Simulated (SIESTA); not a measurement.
The system is La2O3.

```
La O
1.0
     3.93078    0.00000    0.00000
    -1.96539    3.40415    0.00000
     0.00000    0.00000    6.11195
La O
2 3
Direct
  0.33333 0.66667 0.24624
  0.66667 0.33333 0.75376
  0.00000 0.00000 0.00000
  0.33333 0.66667 0.64589
  0.66667 0.33333 0.35411
```

The cell is a database's computed one.

Base run:

| Property | Result |
| --- | --- |
| Program | SIESTA 5.4.2 |
| Functional | PBEsol |
| Potentials or basis | PseudoDojo 0.4 standard (PBEsol files) |
| Basis | DZP (energy shift 0.003 Ry; two zetas on semicore shells) |
| Grid cutoff | 800 Ry |
| Energy shift | 0.003 Ry |
| k mesh | 8 × 8 × 5 |
| Occupations | fermi-dirac, width 0.05 eV |
| Spin | no spin polarisation |

Its results: band gap on the k mesh 3.72 eV, indirect (least direct gap 3.93 eV); pressure 3.8 GPa; largest force 0.276 eV/Å.

Problem. After a change of settings the same cell gave: band gap on the k mesh 3.68 eV, indirect (least direct gap 3.86 eV); pressure 0.8 GPa; largest force 0.220 eV/Å. Which change was it?
A. functional from PBEsol to AM05
B. functional from PBEsol to LDA; potentials or basis from PseudoDojo 0.4 standard (PBEsol files) to PseudoDojo 0.4 standard (PBE and LDA files)
C. functional from PBEsol to BLYP; potentials or basis from PseudoDojo 0.4 standard (PBEsol files) to PseudoDojo 0.4 standard (PBE files)
D. functional from PBEsol to vdW-DF-cx; potentials or basis from PseudoDojo 0.4 standard (PBEsol files) to PseudoDojo 0.4 standard (PBE files)

Solution. B.

Caveats: spin-orbit coupling is left out, which moves the levels of the heavy elements; the basis of atomic orbitals isn't converged, which shifts pressures, moduli and gaps; an odd mesh through Γ misses points on the zone boundary, where band edges often lie (some runs); the potentials were made for another functional, which shifts forces and pressure (some runs); the mesh misses the band edges, which the band path finds closer together (some runs).

Not every run made on this cell is shown here.
